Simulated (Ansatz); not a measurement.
## Stress against strain in CdSe

```xyz
2
Lattice="0.0000 3.0703 3.0703 3.0703 0.0000 3.0703 3.0703 3.0703 0.0000" Properties=species:S:1:pos:R:3 pbc="T T T"
Cd    0.0000    0.0000    0.0000
Se    1.5351    1.5351    1.5351
```

Atoms are numbered in the order listed.

Structure from Materials Project entry mp-2691 (possibly hypothetical), not relaxed further.

Theory: DFT, LDA, all-electron LAPW, scalar-relativistic in Ansatz 0.2.0.

Numerical set-up: a Γ-centred 8×8×8 k mesh, Fermi–Dirac smearing of 0.03 eV, basis error target 1 meV/atom, no spin polarisation.

The strain is applied along the Cartesian axes of the cell as listed (the other components stay zero). Fractional coordinates are held (clamped ions).

σ is the change of stress from the unstrained cell, which is at -3.25 GPa; tension is positive, so slopes are stress–strain coefficients at that pressure.

Only quantities that a quadratic follows smoothly over the whole series are listed; rougher ones are left out.

| εxx = εyy | σzz (GPa) | σxx (GPa) |
| --- | --- | --- |
| -0.0300 | -2.56 | -3.18 |
| -0.0200 | -1.59 | -2.02 |
| -0.0100 | -0.74 | -0.96 |
| 0.0000 | 0.00 | 0.00 |
| 0.0200 | 1.21 | 1.66 |
| 0.0300 | 1.70 | 2.37 |

Question: Fit the series and read off the stiffness at zero strain.

Answer: Least-squares fits y = p0 + p1 x + p2 x² to the rows give σzz (GPa): p1 = 70.7, p2 = -480; σxx (GPa): p1 = 92.3, p2 = -450. So 2 C12 = 71 GPa and C11 + C12 = 92 GPa.

Question: One run, at εxx = εyy = 0.0100, is withheld. Predict its row.

Answer: The fits give 0.66, 0.88; the run gave 0.65, 0.87.
